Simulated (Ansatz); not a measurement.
## BaS (CsCl-type structure)

Method: PBE, scalar-relativistic; no spin polarisation; PAW, 420 eV, Γ-centred 4×4×7 mesh, 0.05 eV Gaussian smearing; code Ansatz; PAW files: Ansatz's generated set soft_2.

```xyz
8
Lattice="7.6823 0.0000 0.0000 0.0000 7.6823 0.0000 0.0000 0.0000 3.8411" Properties=species:S:1:pos:R:3 pbc="T T T"
Ba    0.0000    0.0000    0.0000
S     1.9206    1.9206    1.9206
Ba    0.0000    3.8411    0.0000
S     1.9206    5.7617    1.9206
Ba    3.8411    0.0000    0.0000
S     5.7617    1.9206    1.9206
Ba    3.8411    3.8411    0.0000
S     5.7617    5.7617    1.9206
```

This is a trial structure; measured cells of the compound in the Crystallography Open Database are in space group Fm-3m (rock salt).

The cell above (space group Pm-3m at a tolerance of 0.05 Å) comes from a relaxation within its symmetry on a finer mesh. All atoms were then moved at random (spread 0.15 Å) and the cell was relaxed without symmetry.

**Question.** Does the structure survive?

**Answer.** It doesn't stay. The energy falls by 149.8 meV/atom and the symmetry goes from Pm-3m to P6_3/mmc (No. 194, tolerance 0.05 Å), with a volume change of 15.3 %. The gap goes from 1.57 eV to 1.98 eV.

The relaxed cell:

```cif
data_structure
_symmetry_space_group_name_H-M 'P 1'
_symmetry_Int_Tables_number 1
_cell_length_a 7.7562
_cell_length_b 7.6485
_cell_length_c 4.4050
_cell_angle_alpha 89.992
_cell_angle_beta 90.004
_cell_angle_gamma 89.976
_cell_volume 261.32
loop_
_atom_site_label
_atom_site_type_symbol
_atom_site_fract_x
_atom_site_fract_y
_atom_site_fract_z
_atom_site_occupancy
Ba1 Ba 0.99986 0.07981 0.75259 1
S1 S 0.24982 0.24648 0.25211 1
Ba2 Ba 0.99973 0.57978 0.25354 1
S2 S 0.24980 0.74648 0.75379 1
Ba3 Ba 0.49990 0.91319 0.25349 1
S3 S 0.74980 0.24649 0.25249 1
Ba4 Ba 0.49978 0.41318 0.75255 1
S4 S 0.74982 0.74650 0.75363 1
```

Conventional cell at that tolerance: a = 4.41 Å, b = 4.41 Å, c = 7.76 Å, α = 90.00°, β = 90.00°, γ = 120.00°.

(step (a selection, trial steps included), E − E(end) (meV/atom)): (1, 304.7), (2, 193.5), (3, 148.1), (4, 139.7), (5, 137.4), (6, 132.3), (7, 117.3), (9, 69.7), (10, 45.0), (11, 23.0), (12, 6.8), (13, 3.4), (14, 0.6), (15, 0.0)

Semilocal functionals underestimate band gaps, commonly by a third or more. No spin–orbit coupling, a notable omission for heavy elements.
